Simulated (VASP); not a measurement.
## C: single point with LDA

The system is C.

```
C
1.0
     0.00000    1.78337    1.78337
     1.78337    0.00000    1.78337
     1.78337    1.78337    0.00000
C
2
Direct
  0.25000 0.25000 0.25000
  0.00000 0.00000 0.00000
```

This isn't the form of C at room conditions, which is graphite.

```
Program             : VASP 6.6.1
Task                : single point
Functional          : LDA
Potentials or basis : VASP PAW LDA potentials, release 54 (C)
Cutoff              : 520 eV
k mesh              : 13 × 13 × 13
Occupations         : gaussian, width 0.1 eV
Spin                : no spin polarisation
```

| Quantity | Value |
| --- | --- |
| Pressure | -11.6 GPa |
| Band gap on the k mesh | 4.11 eV, indirect (least direct gap 5.54 eV) |

Levels at points of the mesh, in eV from the valence-band top:
```tsv
k point	band 2	band 3	band 4	band 5	band 6	band 7
(0.00, 0.00, 0.00)	0.00	0.00	0.00	5.54	5.54	5.54
```

It took 7.1 s on 1 thread of AMD EPYC 9R45 (Zen 5), with other jobs on the host, peak memory 0.07 GiB.

Caveat: an odd mesh through Γ misses points on the zone boundary, where band edges often lie.
